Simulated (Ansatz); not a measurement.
**InSe: what the smearing changes**

An exercise on one series of results from a longer session: the logs are not shown, and one member is left open.

A COD entry behind a cell of this session may itself be a prediction, so a difference from it is no test against experiment.

Method: DFT, PBE, all-electron LAPW, scalar-relativistic, in Ansatz 0.2.0.

### Starting point

Symmetry: R3m, No. 160, trigonal system. Conventional cell: a = 4.000 Å, b = 4.000 Å, c = 24.950 Å, α = 90.00°, β = 90.00°, γ = 120.00°. In (site symmetry 3m) has 3 Se at 2.64 Å and 1 In at 2.80 Å as nearest neighbours. Around Se (site symmetry 3m) lie 3 In at 2.64 Å.

Structure file:

```cif
data_structure
_symmetry_space_group_name_H-M 'P 1'
_symmetry_Int_Tables_number 1
_cell_length_a 8.6314
_cell_length_b 8.6314
_cell_length_c 8.6314
_cell_angle_alpha 26.796
_cell_angle_beta 26.796
_cell_angle_gamma 26.796
_cell_volume 115.24
loop_
_atom_site_label
_atom_site_type_symbol
_atom_site_fract_x
_atom_site_fract_y
_atom_site_fract_z
_atom_site_occupancy
In1 In 0.00000 0.00000 0.00000 1
In2 In 0.11220 0.11220 0.11220 1
Se1 Se 0.61550 0.61550 0.61550 1
Se2 Se 0.83000 0.83000 0.83000 1
```

The geometry is a database entry used as it stands. It may stem from high pressure or temperature, or be incomplete, so it serves as a test cell.

Atoms are numbered in the order of the input: In1, In2, Se3, Se4.

Set-up of the first run:

Input file input.yaml:

```yaml
crystal:
  lattice:
    - [1.9999996503, 1.1547003365, 8.31667]
    - [-1.9999996503, 1.1547003365, 8.31667]
    - [0.0, -2.309400673, 8.31667]
  atoms:
    - { symbol: In, position: [0.0, 0.0, 0.0] }
    - { symbol: In, position: [0.1122, 0.1122, 0.1122] }
    - { symbol: Se, position: [0.6155, 0.6155, 0.6155] }
    - { symbol: Se, position: [0.83, 0.83, 0.83] }
kpoints:
  mp_grid: { grid: [7, 7, 7] }
scf:
  occupations: { method: fermi_dirac, width: 0.28 }
hamiltonian:
  xc: pbe
  pseudopotentials: { kind: all_electron, lapw: { basis_error: 0.001 } }
output:
  forces: true
  stress: true
  eigenvalues: true
```

On the command line:

```
$ ansatz run input.yaml --threads 1 --pin off --max-ram 4096MiB --backend cpu --events-out ev --progress --plain --runs-dir out
```

Steps of the session up to this table: With Fermi–Dirac smearing of 0.28 eV; With Fermi–Dirac smearing of 0.15 eV; With cold smearing of 0.15 eV; With Gaussian smearing of 0.2 eV; With tetrahedron filling.

One table of the session follows, with a row left open; its other results are not shown here.

It belongs to the step «The sweep in one table». 

| smearing | energy from the first row (meV/atom) | largest force (eV/Å) |
| --- | --- | --- |
| Fermi–Dirac smearing of 0.28 eV | 0.00 | 0.203 |
| Fermi–Dirac smearing of 0.15 eV | ? | ? |
| cold smearing of 0.15 eV | -4.68 | 0.216 |
| Gaussian smearing of 0.2 eV | -4.68 | 0.216 |
| tetrahedron filling | -4.68 | – |

Estimate the missing values for Fermi–Dirac smearing of 0.15 eV.

As computed: energy from the first row (meV/atom): -4.43; largest force (eV/Å): 0.214. In the column «energy from the first row (meV/atom)» it lies between tetrahedron filling (-4.68) and Fermi–Dirac smearing of 0.28 eV (0.00).

Energies are those extrapolated to zero smearing.

To keep in mind: Warnings in the runs' records: tetrahedron derivatives may miss energy slope, band table not solved further.
